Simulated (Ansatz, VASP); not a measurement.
CuO in VASP and in Ansatz

The input INCAR:

```
PREC = Accurate
ENCUT = 520
EDIFF = 1E-6
ISMEAR = -1
SIGMA = 0.05
LREAL = F
LASPH = T
NELM = 100
ALGO = Normal
ISIF = 2
LWAVE = F
LCHARG = F
GGA = PE
NBANDS = 16
```

KPOINTS

```
regular mesh
0
Gamma
  11 11 10
```

POSCAR

```
CuO
1.0
    2.8363251100      0.0000000000      0.0000000000
   -1.4181625500      2.4563296000      0.0000000000
    0.0000000000      0.0000000000      2.7681127800
Cu O
1 1
Direct
    0.0118650000      0.0046010000     -0.0191100000
    0.6452750000      0.3278360000      0.5076110000
```

File input.yaml:

```yaml
crystal:
  lattice:
    - [2.83632511, 0.0, 0.0]
    - [-1.41816255, 2.4563296, 0.0]
    - [0.0, 0.0, 2.76811278]
  atoms:
    - { symbol: Cu, position: [0.011865, 0.004601, -0.01911] }
    - { symbol: O, position: [0.645275, 0.327836, 0.507611] }
hamiltonian:
  xc: pbe
  pseudopotentials: { kind: paw }
kpoints:
  mp_grid: { grid: [11, 11, 10] }
scf:
  occupations: { method: fermi_dirac, width: 0.05 }
output:
  forces: true
  stress: true
  eigenvalues: true
  write_density: true
  write_potential: true
  elf: true
  volumetric_format: npy
```

Change from the starting cell: atoms moved at random, drawn with an rms of 0.05 Å.

Alike in both runs: task single point; functional PBE; k mesh 11 × 11 × 10; occupations fermi-dirac, width 0.05 eV; no spin polarisation.

|  | VASP | Ansatz |
| --- | --- | --- |
| version | VASP 6.6.1 | Ansatz 0.2.0 |
| potentials or method | VASP PAW PBE potentials, release 64 (Cu, O) | Ansatz PAW |
| plane-wave cutoff (eV) | 520 | 420 |
| valence electrons in the cell | 17 | 25 |

```csv
,VASP,Ansatz,Ansatz less VASP
gap on the k mesh at the Fermi level (eV),none,none,-
pressure (GPa),0.7,0.4,-0.24
largest component of the traceless stress (GPa),6.82,6.81,-0.009
rms of the force components (eV/Å),0.172,0.161,-0.0106
```

Atom by atom the forces differ by 0.016 eV/Å (rms over components). A gap of «none» marks a metal or a gap that the smearing closes. The two sets of potentials don't hold the same shells in valence.

Caveats: an odd number of electrons without spin polarisation forces a metal; a magnetic or distorted state may lie lower; the run has no spin polarisation, though such a crystal can be magnetic; semilocal functionals often make such compounds metallic where correlation or magnetic order opens a gap, which also shifts bond lengths; the pressure holds a Pulay correction of +0.7 GPa for the finite cutoff (Ansatz).
